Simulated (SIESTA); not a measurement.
**CO2 under changes of volume**

One of the cells (14.792 Å³/atom); the others are scaled copies at fixed shape and fractional positions:

```
O C
1.0
     5.62000    0.00000    0.00000
     0.00000    5.62000    0.00000
     0.00000    0.00000    5.62000
O C
8 4
Direct
  0.16700 0.33300 0.66700
  0.33300 0.66700 0.16700
  0.66700 0.16700 0.33300
  0.83300 0.83300 0.83300
  0.83300 0.66700 0.33300
  0.66700 0.33300 0.83300
  0.33300 0.83300 0.66700
  0.16700 0.16700 0.16700
  0.00000 0.50000 0.50000
  0.50000 0.50000 0.00000
  0.50000 0.00000 0.50000
  0.00000 0.00000 0.00000
```

```yaml
Program: SIESTA 5.4.2
Functional: LDA
Potentials_or_basis: PseudoDojo 0.4 standard (LDA files)
Basis: DZP (energy shift 0.003 Ry)
Grid_cutoff: 800 Ry
Energy_shift: 0.003 Ry
k_mesh: 4 × 4 × 4
Occupations: fermi-dirac, width 0.05 eV
Spin: no spin polarisation
```

| volume (Å³/atom) | energy over the lowest point (meV/atom) | pressure (GPa) | gap on the mesh (eV) | largest force (eV/Å) |
| --- | --- | --- | --- | --- |
| 13.905 | 0.00 | -44.6 | 1.35 | 10.095 |
| 14.200 | 81.77 | -44.0 | 1.28 | 10.014 |
| 14.496 | ? | ? | ? | ? |
| 14.792 | 241.82 | -42.7 | 1.14 | 9.842 |
| 15.088 | 320.01 | -42.0 | 1.08 | 9.753 |
| 15.384 | 396.96 | -41.3 | 1.02 | 9.663 |
| 15.680 | 472.63 | -40.6 | 0.97 | 9.571 |

Problem. What does the run at 14.496 Å³/atom give?

Solution. Energy over the lowest point 162.40 meV/atom; pressure -43.3 GPa; gap on the mesh 1.21 eV; largest force 9.929 eV/Å.

Worked out: A Birch-Murnaghan fit of order 3 (a polynomial in V^(-2/3)) to the other rows has no minimum within the range. It gives 162.44 meV/atom at 14.496 Å³/atom, against the run's 162.40, and -dE/dV = -43.3 GPa, against -43.3. A straight line through the other rows of the gap, of slope -3.2 eV per unit of ln V (its deformation potential), gives 1.21 eV, against the run's 1.21.

Energies are extrapolated to zero smearing.

Caveats: the cell as given lies far from equilibrium; the basis of atomic orbitals isn't converged, which shifts pressures, moduli and gaps; forces of over 1 eV/Å show positions far from the minimum, so gaps and moduli don't describe the material at rest.

A mesh can miss the band edges.
